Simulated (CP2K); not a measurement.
BN under changes of volume

One of the cells (6.078 Å³/atom); the others are scaled copies at fixed shape and fractional positions:

```xyz
2
Lattice="2.5810 0.0000 0.0000 1.2905 2.2352 0.0000 1.2905 0.7451 2.1073" Properties=species:S:1:pos:R:3 pbc="T T T"
N     1.2905    0.7451    0.5268
B     0.0000    0.0000    0.0000
```

The cell is a database's computed one.

```yaml
Program: CP2K 2026.2
Functional: PBEsol
Potentials_or_basis: POTENTIAL_UZH N GTH-PBE-q5, B GTH-PBE-q3; TZVP-MOLOPT-PBE-GTH basis
Density_cutoff: 6123 eV
k_mesh: 13 × 13 × 13
Occupations: fermi-dirac, width 0.05 eV
Spin: no spin polarisation
```

```tsv
volume (Å³/atom)	energy over the lowest point (meV/atom)	pressure (GPa)	gap on the mesh (eV)
5.602	16.74	22.8	4.41
5.721	2.99	13.4	4.39
6.078	0.00	-9.7	4.31
6.198	?	?	?
6.317	23.73	-21.9	4.26
```

What does the run at 6.198 Å³/atom give?

Energy over the lowest point 9.59 meV/atom; pressure -16.1 GPa; gap on the mesh 4.29 eV.

Worked out: A Birch-Murnaghan fit of order 2 (a polynomial in V^(-2/3)) to the other rows has its minimum at 5.92 Å³/atom with B0 = V·E''(V) = 380 GPa. It gives 9.64 meV/atom at 6.198 Å³/atom, against the run's 9.59, and -dE/dV = -16.1 GPa, against -16.1. A straight line through the other rows of the gap, of slope -1.27 eV per unit of ln V, gives 4.28 eV, against the run's 4.29.

Energies are extrapolated to zero smearing.

Caveats: the potentials were made for another functional, which shifts forces and pressure; an odd mesh through Γ misses points on the zone boundary, where band edges often lie; the basis of atomic orbitals isn't converged, which shifts pressures, moduli and gaps.
